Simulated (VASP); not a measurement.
Wanted: the native input for a VASP 6.6.1 run.

```
Task                   : relaxation of cell and atoms
Functional             : PBE
Potentials or basis    : VASP PAW PBE potentials, release 64 (Al, H)
Cutoff                 : 600 eV
k mesh                 : 6 × 6 × 6
Occupations            : gaussian, width 0.05 eV
Spin                   : no spin polarisation
Further INCAR settings : ALGO = Normal; EDIFF = 1e-06; IBRION = 2; EDIFFG = -0.02; NSW = 60; ISIF = 3
```

The structure of Al4H lies in POSCAR:

```
Al4H
1.0
    2.6528200000      1.5316100000      4.4266700000
   -2.6528200000      1.5316100000      4.4266700000
    0.0000000000     -3.0632100000      4.4266700000
Al H
4 1
Direct
    0.5000000000      0.5000000000      0.0000000000
    0.0000000000      0.5000000000      0.5000000000
    0.5000000000      0.0000000000      0.5000000000
    0.5000000000      0.5000000000      0.5000000000
    0.0000000000      0.0000000000      0.0000000000
```

The cell was built by a generator and needn't be a form met in nature.

One way to write it, as run:

INCAR

```
SYSTEM = Al4H
ALGO = Normal
EDIFF = 1E-6
EDIFFG = -0.02
ENCUT = 600
GGA = PE
IBRION = 2
ISIF = 3
ISMEAR = 0
LASPH = .True.
LCHARG = .False.
LREAL = .False.
LWAVE = .False.
NELM = 100
NSW = 60
PREC = Accurate
SIGMA = 0.05
```

KPOINTS

```
k-points
0
Gamma
  6 6 6
  0 0 0
```

Potentials or basis: VASP PAW PBE potentials, release 64 (Al, H).

Run with:

```bash
$ cat potpaw_PBE.64/Al/POTCAR potpaw_PBE.64/H/POTCAR > POTCAR
$ mpirun -np 1 vasp_std > vasp.out
```

Results of the run:

```json
{
 "Relaxed volume": "21.49 Å³/atom",
 "Relaxed cell": "a = 5.389 Å, b = 5.389 Å, c = 5.389 Å, α = 58.73°, β = 58.73°, γ = 58.73°",
 "Space group after relaxing (to 0.05 Å)": "R-3m (No. 166)",
 "Energy gained by relaxing": "0.2 meV/atom",
 "Ionic steps": "5",
 "Pressure after relaxing": "0.0 GPa",
 "Band gap on the k mesh": "none (metal or under the smearing width)"
}
```

Run time: 91 s on 1 thread of AMD EPYC 9R14 (Zen 4), with other jobs on the host, peak memory 0.31 GiB.
